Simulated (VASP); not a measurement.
Wanted: the native input for a VASP 6.6.1 run.

* Task: relaxation of shape and atoms at fixed volume
* Functional: PBE
* Potentials or basis: VASP PAW PBE potentials, release 64 (Ba_sv, Ti_sv, O)
* Cutoff: 600 eV
* k mesh: 8 × 8 × 8
* Occupations: gaussian, width 0.03 eV
* Spin: no spin polarisation
* Further INCAR settings: ALGO = Normal; EDIFF = 1e-07; IBRION = 2; EDIFFG = -0.01; NSW = 40; ISIF = 4

The structure of BaTiO3 lies in POSCAR:

```
BaTiO3                                  
1.0
    3.9136101409      0.0000000000      0.0000000000
    0.0000000000      3.9136101409      0.0000000000
    0.0000000000     -0.0000000000      4.1365001651
  Ba              Ti              O             
     1     1     3
Direct
     1.0000000000000000    1.0000000000000000    0.9905853847144678
     0.5000000000000000    0.5000000000000000    0.4717193836751931
     0.5000000000000000    0.5000000000000000    0.0416894780916856
     0.5000000000000000    0.0000000000000000    0.5195028767593300
     1.0000000000000000    0.5000000000000000    0.5195028767593300
```

The cell isn't the ideal one: a relaxed cell with its volume scaled by 0.94.

The input as run:

INCAR

```
SYSTEM = BaTiO3
ALGO = Normal ; EDIFF = 1E-7
EDIFFG = -0.01 ; ENCUT = 600
GGA = PE ; IBRION = 2
ISIF = 4 ; ISMEAR = 0
KPAR = 2 ; LASPH = .True.
LCHARG = .False. ; LREAL = .False.
LWAVE = .False. ; NELM = 80
NSW = 40 ; PREC = Accurate
SIGMA = 0.03
```

KPOINTS

```
k-points
0
Gamma
  8 8 8
  0 0 0
```

Potentials or basis: VASP PAW PBE potentials, release 64 (Ba_sv, Ti_sv, O).

Command:

```sh
$ cat potpaw_PBE.64/Ba_sv/POTCAR potpaw_PBE.64/Ti_sv/POTCAR potpaw_PBE.64/O/POTCAR > POTCAR
$ mpirun -np 2 vasp_std > vasp.out
```

It gave:

```json
{"Energy gained by relaxing": "9.7 meV/atom", "Ionic steps": "9", "Pressure after relaxing": "7.3 GPa", "Largest force after relaxing": "0.009 eV/Å", "Band gap on the k mesh": "1.81 eV, indirect (least direct gap 2.16 eV)"}
```

Caveat: spin-orbit coupling is left out, which moves the levels of the heavy elements.

Wall time 4 min on 2 MPI ranks on AMD EPYC 9R45 (Zen 5), with other jobs on the host, peak memory 0.27 GiB a rank.
